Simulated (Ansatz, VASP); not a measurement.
**Two plane-wave programs on Li2S**

```
S Li
1.0
     0.00000    2.85280    2.85280
     2.85280    0.00000    2.85280
     2.85280    2.85280    0.00000
S Li
1 2
Direct
  0.00000 0.00000 0.00000
  0.25000 0.25000 0.25000
  0.75000 0.75000 0.75000
```

Alike in both runs: task electric field gradients; functional PBE; k mesh 12 × 12 × 12; occupations fermi-dirac, width 0.08 eV; no spin polarisation.

```csv
,VASP,Ansatz
version,VASP 6.6.1,Ansatz 0.2.0
potentials or method,"VASP PAW PBE potentials, release 64 (S, Li_sv)","PAW with Ansatz's default frozen-core files, scalar-relativistic"
plane-wave cutoff (eV),520,420
valence electrons in the cell,12,12
```

```tsv
	VASP	Ansatz	Ansatz less VASP
gap on the k mesh at the Fermi level (eV)	3.39	3.39	+0.003
Vzz of the field gradient on the site that differs most (V/Å²)	0.0	0.0	-0.01
```

 A k mesh can miss the band edges. As with any semilocal functional, this PBE gap is likely too small.
